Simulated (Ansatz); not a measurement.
Al$_{3}$GaN$_{4}$: an elastic constant from a strain scan

Computed with Ansatz, DFT PBEsol, scalar-relativistic, plane waves, PAW. Cutoff 420 eV, Γ-centred 6×6×6 k-points, Gaussian smearing of 0.05 eV. No spin polarisation. Energies are free energies at this smearing, counted from the undisturbed cell; pressure is positive in compression.

The starting cell (relaxed at this level; it needn't be the usual structure):

```
Al Ga N
1.0
     4.40699    0.00000    0.00000
     0.00000    4.40699    0.00000
     0.00000    0.00000    4.40699
Al Ga N
3 1 4
Direct
  0.50000 0.50000 0.00000
  0.50000 0.00000 0.50000
  0.00000 0.50000 0.50000
  0.00000 0.00000 0.00000
  0.74471 0.74471 0.25529
  0.74471 0.25529 0.74471
  0.25529 0.74471 0.74471
  0.25529 0.25529 0.25529
```

The cell is strained by ε times the Voigt pattern (0, 0, 0, 0, 1, 0) (xx, yy, zz, yz, xz, xy; engineering shear) with fractional coordinates fixed. The cell holds 8 atoms in V0 = 85.59 Å³. The stress column is τ = (1/V0) dE/dε, got from the stress tensor σ (compression positive) at each point as −det(1 + εP) σ : P(1 + εP)⁻¹, with P the pattern as a tensor.

```csv
ε,ΔE (meV/atom),τ (GPa)
-0.0875,54.813,-18.896
-0.0750,40.185,-16.135
-0.0625,27.878,-13.401
-0.0500,17.822,-10.693
-0.0375,10.005,-8.003
-0.0250,4.445,-5.328
-0.0125,1.119,-2.661
0.0000,0.000,0.000
0.0125,1.119,2.661
0.0250,4.445,5.328
0.0375,10.005,8.003
0.0500,17.822,10.693
0.0625,27.878,13.401
0.0750,40.185,16.135
0.0875,54.813,18.896
0.1000,?,?
```

Problem. Which combination of elastic constants does this scan measure, and how large is it?

Solution. For small ε, τ = τ0 + Kε with K = pᵀCp, which for this pattern is C44 in the cubic axes. The parabola through τ at ε = -0.0125, 0 and 0.0125 has slope K = 213 GPa at zero. The energies per cell, E = NΔE, of the same two points give K = 2[E(ε₊)/ε₊ − E(ε₋)/ε₋]/[(ε₊ − ε₋)V0] = 214 GPa, in agreement. These are clamped-ion values.

Problem. Predict the withheld row at ε = 0.1000 from the harmonic law, and compare.

Solution. ΔE = V0(τ0 ε + Kε²/2)/N = 71.082 meV/atom and τ = 21.29 GPa. The calculation gives 71.755 meV/atom and 21.69 GPa, a miss of 0.9 % of the harmonic energy, so the harmonic law still holds here.

Forces appear on the atoms along this scan, and letting them relax would lower the energy and soften the response.